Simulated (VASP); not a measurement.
# SrCl2 (Fm-3m) in VASP: further runs

One crystal, SrCl2, is run at these levels: LDA, PBE, r2SCAN, PBEsol; tasks: band structure, equation of state.

Program: VASP 6.6.1. These are calculated values, not measurements. Logs are shortened: lines on timing, memory, paths and dates and some standing lists are left out, and cuts for length are marked.

## (1) Starting point

Symmetry: Fm-3m, No. 225, cubic system. The conventional cell has a = 6.977 Å, b = 6.977 Å, c = 6.977 Å, α = 90.00°, β = 90.00°, γ = 90.00°. Around Sr (site symmetry m-3m) lie 8 Cl at 3.02 Å. Cl (site symmetry -43m) has 4 Sr at 3.02 Å as nearest neighbours.

## (2) Band structure, LDA

File POSCAR:

```
SrCl2
1.0
    0.0000000000      3.4883500000      3.4883500000
    3.4883500000      0.0000000000      3.4883500000
    3.4883500000      3.4883500000      0.0000000000
Sr Cl
1 2
Direct
    0.0000000000      0.0000000000      0.0000000000
    0.7500000000      0.7500000000      0.7500000000
    0.2500000000      0.2500000000      0.2500000000
```

File INCAR.step1:

```
SYSTEM = SrCl2
PREC = Accurate
ENCUT = 520
EDIFF = 1E-6
ISMEAR = 0
SIGMA = 0.02
LREAL = .False.
LASPH = .True.
NELM = 100
ALGO = Fast
ISIF = 2
LWAVE = .False.
LCHARG = .True.
```

File KPOINTS.step1:

```
regular mesh
0
Gamma
  8 8 8
  0 0 0
```

File INCAR.step2:

```
SYSTEM = SrCl2
PREC = Accurate
ENCUT = 520
EDIFF = 1E-6
ISMEAR = 0
SIGMA = 0.05
LREAL = .False.
LASPH = .True.
NELM = 100
ALGO = Fast
ISIF = 2
LWAVE = .False.
LCHARG = .False.
ICHARG = 11
```

File KPOINTS.step2:

```
path GXWKGLUWLK,UX
20
line-mode
reciprocal
 0.0000000000  0.0000000000  0.0000000000  G
 0.5000000000  0.0000000000  0.5000000000  X

 0.5000000000  0.0000000000  0.5000000000  X
 0.5000000000  0.2500000000  0.7500000000  W

 0.5000000000  0.2500000000  0.7500000000  W
 0.3750000000  0.3750000000  0.7500000000  K

 0.3750000000  0.3750000000  0.7500000000  K
 0.0000000000  0.0000000000  0.0000000000  G

 0.0000000000  0.0000000000  0.0000000000  G
 0.5000000000  0.5000000000  0.5000000000  L

 0.5000000000  0.5000000000  0.5000000000  L
 0.6250000000  0.2500000000  0.6250000000  U

 0.6250000000  0.2500000000  0.6250000000  U
 0.5000000000  0.2500000000  0.7500000000  W

 0.5000000000  0.2500000000  0.7500000000  W
 0.5000000000  0.5000000000  0.5000000000  L

 0.5000000000  0.5000000000  0.5000000000  L
 0.3750000000  0.3750000000  0.7500000000  K

 0.6250000000  0.2500000000  0.6250000000  U
 0.5000000000  0.0000000000  0.5000000000  X
```

Potentials or basis: VASP PAW LDA potentials, release 64 (Sr_sv, Cl).

Run with:

```console
> cat potpaw_LDA.64/Sr_sv/POTCAR potpaw_LDA.64/Cl/POTCAR > POTCAR
> cp INCAR.step1 INCAR
> cp KPOINTS.step1 KPOINTS
> mpirun -np 1 vasp_std > vasp.out
> cp INCAR.step2 INCAR
> cp KPOINTS.step2 KPOINTS
> mpirun -np 1 vasp_std > vasp.out
```

OUTCAR:

```text
SYSTEM = SrCl2
   PREC = Accurate
   ENCUT = 520
   EDIFF = 1E-6
   ISMEAR = 0
   LREAL = .False.
   LASPH = .True.
   NELM = 100
   ISIF = 2
   ICHARG = 11

 ion  position               nearest neighbor table
   1  0.000  0.000  0.000-   2 3.02   2 3.02   2 3.02   2 3.02   3 3.02   3 3.02   3 3.02   3 3.02

   2  0.750  0.750  0.750-   1 3.02   1 3.02   1 3.02   1 3.02
   3  0.250  0.250  0.250-   1 3.02   1 3.02   1 3.02   1 3.02

  LATTYP: Found a face centered cubic cell.
 ALAT       =     6.9767000000

  Lattice vectors:

 A1 = (   0.0000000000,   3.4883500000,   3.4883500000)
 A2 = (   3.4883500000,   0.0000000000,   3.4883500000)
 A3 = (   3.4883500000,   3.4883500000,   0.0000000000)

Analysis of symmetry for initial positions (statically):
=====================================================================
 Subroutine PRICEL returns:
 Original cell was already a primitive cell.

 Routine SETGRP: Setting up the symmetry group for a
 face centered cubic supercell.

 Subroutine GETGRP returns: Found 48 space group operations
 (whereof 48 operations were pure point group operations)
 out of a pool of 48 trial point group operations.

The static configuration has the point symmetry O_h .

Analysis of symmetry for dynamics (positions and initial velocities):
=====================================================================
 Subroutine PRICEL returns:
 Original cell was already a primitive cell.

 Routine SETGRP: Setting up the symmetry group for a
 face centered cubic supercell.

 Subroutine GETGRP returns: Found 48 space group operations
 (whereof 48 operations were pure point group operations)
 out of a pool of 48 trial point group operations.

The dynamic configuration has the point symmetry O_h .

 Subroutine INISYM returns: Found 48 space group operations
 (whereof 48 operations are pure point group operations),
 and found     1 'primitive' translations

----------------------------------------------------------------------------------------

                                     Primitive cell

  volume of cell :      84.8966

  direct lattice vectors                    reciprocal lattice vectors
     0.000000000  3.488350000  3.488350000    -0.143334241  0.143334241  0.143334241
     3.488350000  0.000000000  3.488350000     0.143334241 -0.143334241  0.143334241
     3.488350000  3.488350000  0.000000000     0.143334241  0.143334241 -0.143334241

  length of vectors
     4.933271880  4.933271880  4.933271880     0.248262188  0.248262188  0.248262188

  position of ions in fractional coordinates (direct lattice)
     0.000000000  0.000000000  0.000000000
     0.750000000  0.750000000  0.750000000
     0.250000000  0.250000000  0.250000000

  ion indices of the primitive-cell ions
   primitive index   ion index
                 1           1
                 2           2
                 3           3

----------------------------------------------------------------------------------------

 KPOINTS: path GXWKGLUWLK,UX

Interpolating k-points between supplied coordinates.

 Line segments in fractional coordinates (reciprocal lattice):
    0.000000  0.000000  0.000000  ...  0.500000  0.000000  0.500000
    0.500000  0.000000  0.500000  ...  0.500000  0.250000  0.750000
    0.500000  0.250000  0.750000  ...  0.375000  0.375000  0.750000
    0.375000  0.375000  0.750000  ...  0.000000  0.000000  0.000000
    0.000000  0.000000  0.000000  ...  0.500000  0.500000  0.500000
    0.500000  0.500000  0.500000  ...  0.625000  0.250000  0.625000
    0.625000  0.250000  0.625000  ...  0.500000  0.250000  0.750000
    0.500000  0.250000  0.750000  ...  0.500000  0.500000  0.500000
    0.500000  0.500000  0.500000  ...  0.375000  0.375000  0.750000
    0.625000  0.250000  0.625000  ...  0.500000  0.000000  0.500000

 Generated    20 points on each line segment, for a total of    200 k-points:

 Following reciprocal coordinates:
            Coordinates               Weight
  0.000000  0.000000  0.000000      0.005000
  0.026316  0.000000  0.026316      0.005000
  0.052632  0.000000  0.052632      0.005000
  0.078947  0.000000  0.078947      0.005000
  0.105263  0.000000  0.105263      0.005000
  0.131579  0.000000  0.131579      0.005000
[... 16 lines left out ...]
  0.500000  0.026316  0.526316      0.005000
  0.500000  0.039474  0.539474      0.005000
 [... further k-points ...]
   k-points           NKPTS =    200   k-points in BZ     NKDIM =    200   number of bands    NBANDS=     16
   number of dos      NEDOS =    301   number of ions     NIONS =      3
   total plane-waves  NPLWV =  64000
   dimension x,y,z NGX =    40 NGY =   40 NGZ =   40
   dimension x,y,z NGXF=    80 NGYF=   80 NGZF=   80
   ions per type =               1   2
   NGX,Y,Z   is equivalent  to a cutoff of  13.48, 13.48, 13.48 a.u.
   NGXF,Y,Z  is equivalent  to a cutoff of  26.96, 26.96, 26.96 a.u.
 SYSTEM =  SrCl2
   PREC   = accura    normal or accurate (medium, high low for compatibility)
   ISTART =      0    job   : 0-new  1-cont  2-samecut
   ICHARG =     11    charge: 1-file 2-atom 10-const
   ISPIN  =      1    spin polarized calculation?
   LNONCOLLINEAR =      F non collinear calculations
   LSORBIT =      F    spin-orbit coupling
   LASPH  =      T    aspherical Exc in radial PAW
   ENCUT  =  520.0 eV  38.22 Ry    6.18 a.u.   9.17  9.17  9.17*2*pi/ulx,y,z
   NELM   =    100;   NELMIN=  2; NELMDL=  0     # of ELM steps
   EDIFF  = 0.1E-05   stopping-criterion for ELM
   LREAL  =      F    real-space projection
   EDIFFG = 0.1E-04   stopping-criterion for IOM
   NSW    =      0    number of steps for IOM
   IBRION =     -1    ionic relax: 0-MD 1-quasi-New 2-CG
   NFREE  =      0    steps in history (QN), initial steepest desc. (CG)
   ISIF   =      2    stress and relaxation
   ISYM   =      2    0-nonsym 1-usesym 2-fastsym
   POTIM  = 0.5000    time-step for ionic-motion
   TEBEG  =    0.0;   TEEND  =   0.0 temperature during run
   PSTRESS=    0.0 pullay stress
   NELECT =      24.0000    total number of electrons
   NUPDOWN=      -1.0000    fix difference up-down
   EMIN   =  10.00;   EMAX   =-10.00  energy-range for DOS
   EFERMI =   0.00;   METHOD = LEGACY
   ISMEAR =     0;   SIGMA  =   0.05  broadening in eV -4-tet -1-fermi 0-gaus
   EFERMI_NEDOS =   21; number of points for ismear=-14 and -15
   IALGO  =     68    algorithm
   IMIX   =      4    mixing-type and parameters
     AMIX     =   0.40;   BMIX     =  1.00
     AMIX_MAG =   1.60;   BMIX_MAG =  1.00
  volume/ion in A,a.u.               =      28.30       190.97
  Fermi-wavevector in a.u.,A,eV,Ry     =   1.074439  2.030396 15.706833  1.154420
  Thomas-Fermi vector in A             =   2.210267
   LORBIT       =      0    0 simple, 1 ext, 2 COOP (PROOUT), +10 PAW based schemes
   GGA     = CA    functional components
   LHFCALC =     F    Hartree Fock is set to
   AEXX    =    0.0000 exact exchange contribution
   IVDW    =     0    specifies the selected vdW correction
   LEPSILON=     F    determine dielectric tensor
   LRPA    =     F    only Hartree local field effects (RPA)
 non-spin polarized calculation
 RMM-DIIS sequential band-by-band and
 Gauss-broadening in eV      SIGMA  =   0.05
  energy-cutoff  :      520.00
  volume of cell :       84.90
 maximum number of plane-waves:      2305
 NGX is ok and might be reduce to    40

 number of electron      23.9999999 magnetization

 Free energy of the ion-electron system (eV)
  ---------------------------------------------------
  ext. energy  EPLUGINS =         0.00000000
  ---------------------------------------------------
  free energy    TOTEN  =       -13.83698122 eV

  energy without entropy =      -13.83698122  energy(sigma->0) =      -13.83698122

 E-fermi :   0.2797     XC(G=0):  -8.7997

 val. band max:       -0.0384526387   @ k =   0.5000   0.0000   0.5000
 cond. band min:       4.8471562613   @ k =   0.0000   0.0000   0.0000
 fundamental gap:      4.8856089000
 Fermi energy:         0.2797110956

 k-point     1 :       0.0000    0.0000    0.0000
  band No.  band energies     occupation
      1     -32.7342      2.00000
      2     -14.8352      2.00000
      3     -14.8352      2.00000
      4     -14.8352      2.00000
      5     -13.2748      2.00000
      6     -12.3917      2.00000
[... 8 lines left out ...]
     15       5.7797      0.00000
     16       8.6644      0.00000

 k-point     2 :       0.0263    0.0000    0.0263
  band No.  band energies     occupation
      1     -32.7342      2.00000
      2     -14.8387      2.00000
      3     -14.8354      2.00000
      4     -14.8354      2.00000
      5     -13.2687      2.00000
      6     -12.3940      2.00000
[... 8 lines left out ...]
     15       5.7894      0.00000
     16       8.6278      0.00000

 k-point     3 :       0.0526    0.0000    0.0526
  band No.  band energies     occupation
      1     -32.7341      2.00000
      2     -14.8490      2.00000
      3     -14.8362      2.00000
      4     -14.8362      2.00000
      5     -13.2504      2.00000
      6     -12.4009      2.00000
[... 8 lines left out ...]
     15       5.8174      0.00000
     16       8.5335      0.00000

 k-point     4 :       0.0789    0.0000    0.0789
  band No.  band energies     occupation
      1     -32.7339      2.00000
      2     -14.8654      2.00000
      3     -14.8373      2.00000
      4     -14.8373      2.00000
      5     -13.2208      2.00000
      6     -12.4120      2.00000
[... 8 lines left out ...]
     15       5.8600      0.00000
     16       8.3981      0.00000

 k-point     5 :       0.1053    0.0000    0.1053
  band No.  band energies     occupation
      1     -32.7337      2.00000
      2     -14.8869      2.00000
      3     -14.8390      2.00000
      4     -14.8390      2.00000
      5     -13.1813      2.00000
      6     -12.4271      2.00000
[... 8 lines left out ...]
     15       5.9107      0.00000
     16       8.2841      0.00000

 k-point     6 :       0.1316    0.0000    0.1316
  band No.  band energies     occupation
      1     -32.7335      2.00000
      2     -14.9123      2.00000
      3     -14.8409      2.00000
      4     -14.8409      2.00000
      5     -13.1334      2.00000
      6     -12.4457      2.00000
[... 8 lines left out ...]
     15       5.9610      0.00000
     16       8.1923      0.00000
[... 267 lines left out ...]
 k-point    21 :       0.5000    0.0000    0.5000
  band No.  band energies     occupation
      1     -32.7297      2.00000
      2     -15.1974      2.00000
      3     -14.8708      2.00000
      4     -14.8708      2.00000
      5     -12.7062      2.00000
      6     -12.4796      2.00000
[... 8 lines left out ...]
     15       7.3148      0.00000
     16       7.8061      0.00000

 k-point    22 :       0.5000    0.0132    0.5132
  band No.  band energies     occupation
      1     -32.7297      2.00000
      2     -15.1969      2.00000
      3     -14.8714      2.00000
      4     -14.8708      2.00000
      5     -12.7057      2.00000
      6     -12.4799      2.00000
[... 8 lines left out ...]
     15       7.3106      0.00000
     16       7.8031      0.00000

 k-point    23 :       0.5000    0.0263    0.5263
  band No.  band energies     occupation
      1     -32.7297      2.00000
      2     -15.1954      2.00000
      3     -14.8733      2.00000
      4     -14.8708      2.00000
      5     -12.7043      2.00000
      6     -12.4809      2.00000
[... 8 lines left out ...]
     15       7.3138      0.00000
     16       7.7847      0.00000

 k-point    24 :       0.5000    0.0395    0.5395
  band No.  band energies     occupation
      1     -32.7297      2.00000
      2     -15.1929      2.00000
      3     -14.8764      2.00000
      4     -14.8708      2.00000
      5     -12.7020      2.00000
      6     -12.4825      2.00000
[... 8 lines left out ...]
     15       7.2941      0.00000
     16       7.6887      0.00000

 [... further k-points ...]

------------------------ aborting loop because EDIFF is reached ----------------------------------------

  FORCE on cell =-STRESS in cart. coord.  units (eV):
  Direction    XX          YY          ZZ          XY          YZ          ZX
  --------------------------------------------------------------------------------------
  -------------------------------------------------------------------------------------
  Total       -0.3445446     -0.3445446     -0.3445446      0.0000000      0.0000000      0.0000000
  in kB       -6.5022838     -6.5022838     -6.5022838      0.0000000      0.0000000      0.0000000
  external PRESSURE =      -6.5022838 kB  Pullay stress =       0.0000000 kB

 VOLUME and BASIS-vectors are now :
 -----------------------------------------------------------------------------
  energy-cutoff  :      520.00
  volume of cell :       84.90
      direct lattice vectors                 reciprocal lattice vectors
     0.000000000  3.488350000  3.488350000    -0.143334241  0.143334241  0.143334241
     3.488350000  0.000000000  3.488350000     0.143334241 -0.143334241  0.143334241
     3.488350000  3.488350000  0.000000000     0.143334241  0.143334241 -0.143334241

 POSITION                                       TOTAL-FORCE (eV/Angst)
 -----------------------------------------------------------------------------------
      0.00000      0.00000      0.00000        -0.000000      0.000000     -0.000000
      5.23252      5.23252      5.23252        -0.000000     -0.000000     -0.000000
      1.74418      1.74418      1.74418         0.000000      0.000000      0.000000
 -----------------------------------------------------------------------------------
    total drift:                               -0.000000     -0.000000      0.000000

  FREE ENERGIE OF THE ION-ELECTRON SYSTEM (eV)
  ---------------------------------------------------
  free  energy   TOTEN  =       -13.8369812216 eV

  energy  without entropy=      -13.8369812216  energy(sigma->0) =      -13.83698122
```

Wall time 2.7 min (1 thread of AMD EPYC 9R45 (Zen 5), shared host); peak memory 0.35 GiB.

What came out:

| Property | Result |
| --- | --- |
| Band gap on the k mesh | 4.89 eV, indirect (least direct gap 5.15 eV) |
| Band gap along the path | 4.89 eV, indirect (least direct gap 5.15 eV) |

Levels at the corners of the path, in eV from the valence-band top:
```tsv
point	band 8	band 9	band 10	band 11	band 12	band 13	band 14	band 15	band 16
Γ	-2.19	-2.19	-0.35	-0.35	-0.35	4.89	5.82	5.82	8.70
X	-1.93	-1.93	-0.42	-0.42	0.00	5.15	6.81	7.36	7.85
X	-1.93	-1.93	-0.42	-0.42	0.00	5.15	6.81	7.35	7.84
W	-2.31	-1.25	-1.25	-0.33	-0.10	5.90	6.72	6.99	6.99
W	-2.31	-1.25	-1.25	-0.33	-0.10	5.90	6.72	6.99	6.99
K	-1.98	-1.77	-0.75	-0.56	-0.11	5.62	6.89	7.06	7.37
K	-1.98	-1.77	-0.75	-0.56	-0.11	5.62	6.89	7.06	7.38
Γ	-2.19	-2.19	-0.35	-0.35	-0.35	4.89	5.82	5.82	8.70
Γ	-2.19	-2.19	-0.35	-0.35	-0.35	4.89	5.82	5.82	8.70
L	-1.63	-1.57	-1.38	-1.08	-1.08	6.44	6.44	7.30	7.44
L	-1.63	-1.57	-1.38	-1.08	-1.08	6.44	6.44	7.30	7.44
U	-1.98	-1.77	-0.75	-0.56	-0.11	5.62	6.89	7.06	7.37
U	-1.98	-1.77	-0.75	-0.56	-0.11	5.62	6.89	7.06	7.36
W	-2.31	-1.25	-1.25	-0.33	-0.10	5.90	6.72	6.99	6.99
W	-2.31	-1.25	-1.25	-0.33	-0.10	5.90	6.72	6.99	6.99
L	-1.63	-1.57	-1.38	-1.08	-1.08	6.44	6.44	7.30	7.44
L	-1.63	-1.57	-1.38	-1.08	-1.08	6.44	6.44	7.30	7.44
K	-1.98	-1.77	-0.75	-0.56	-0.11	5.62	6.89	7.06	7.36
U	-1.98	-1.77	-0.75	-0.56	-0.11	5.62	6.89	7.06	7.36
X	-1.93	-1.93	-0.42	-0.42	0.00	5.15	6.81	7.35	7.84
```

Caveat: the log is that of the step along the path at fixed density, whose energy, stress, charges and moments have no meaning.

(Continued in part 2 of 3.)
